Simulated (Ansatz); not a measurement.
# BP: equation of state with r2SCAN+rVV10

**Measured values to compare with.**

From “Equation of state of single-crystal cubic boron phosphide”, 2014, arxiv:1407.1677, for a bulk crystal of BP at 300 K: bulk modulus 179 ± 1 GPa.

BP:

```xyz
2
Lattice="0.0000 2.2690 2.2690 2.2690 0.0000 2.2690 2.2690 2.2690 0.0000" Properties=species:S:1:pos:R:3 pbc="T T T"
P     3.4035    3.4035    3.4035
B     0.0000    0.0000    0.0000
```

```json
{
  "Program": "Ansatz 0.2.0",
  "Task": "equation of state",
  "Functional": "r2SCAN",
  "Dispersion": "rVV10",
  "Potentials or basis": "Ansatz PAW",
  "Cutoff": "500 eV",
  "Density cutoff": "2500 eV",
  "k mesh": "10 × 10 × 10",
  "Occupations": "fermi-dirac, width 0.05 eV",
  "Spin": "no spin polarisation"
}
```

| Property | Result |
| --- | --- |
| Equilibrium volume | 11.63 Å³/atom |
| Bulk modulus | 171 GPa |
| Pressure derivative of the bulk modulus | 3.8 |

Energy against volume, from the lowest point:
```tsv
volume (Å³/atom)	energy (meV/atom)
10.981	20.83
11.214	8.12
11.448	1.36
11.682	0.00
11.915	3.56
12.149	11.59
12.383	23.67
```

All runs of the series together: 12 s on 2 threads of INTEL(R) XEON(R) PLATINUM 8581C CPU @ 2.10GHz (Emerald Rapids), on a shared host.

Against the measured bulk modulus of BP, 179 GPa (300 K; “Equation of state of single-crystal cubic boron phosphide”, 2014, arxiv:1407.1677), the calculated 171 GPa is off by -4.2 %. 3 values of this kind are on record (173 to 179 GPa); this one was drawn at random among those near their median, those with a stated uncertainty first. The fit is for a static lattice scaled at fixed shape and fixed fractional positions.

Caveat: the PAW data sets were made with another functional, which shifts forces and pressure a little.
